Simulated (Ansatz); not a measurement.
Take a crystal in which Sr has been replaced by Ba on all its sites, with the cell rescaled by a rough guess (in some cases also distorted within its space group) and nothing relaxed:

```yaml
crystal:
  lattice:
    - [4.12952, 0.00000, 0.00000]
    - [0.00000, 4.12952, 0.00000]
    - [0.00000, 0.00000, 4.12952]
  atoms:
    - { symbol: Ba, position: [0.00000, 0.00000, 0.00000] }
    - { symbol: Te, position: [0.50000, 0.50000, 0.50000] }
```

The calculation used DFT PBEsol, scalar-relativistic, plane waves, PAW in Ansatz.

Cutoff 420 eV; k points 10×10×10 on the computed 2-atom cell (Γ-centred); Gaussian smearing, width 0.02 eV; no spin polarisation.

Problem. Will this cell want to expand or contract, and how hard?

Solution. The pressure is 0.9 GPa (positive in compression), so the cell would expand.

Problem. Is it a metal on this mesh?

Solution. No: the gap is 0.59 eV, the least direct gap 0.92 eV.

Problem. What is its energy against the elements in their standard states?

Solution. -1.672 eV/atom at this unrelaxed geometry, with the elements in the same functional.

Spin-orbit coupling is left out, which matters for the bands of heavy elements.

This CsCl-type form isn't the usual stable structure of the compound.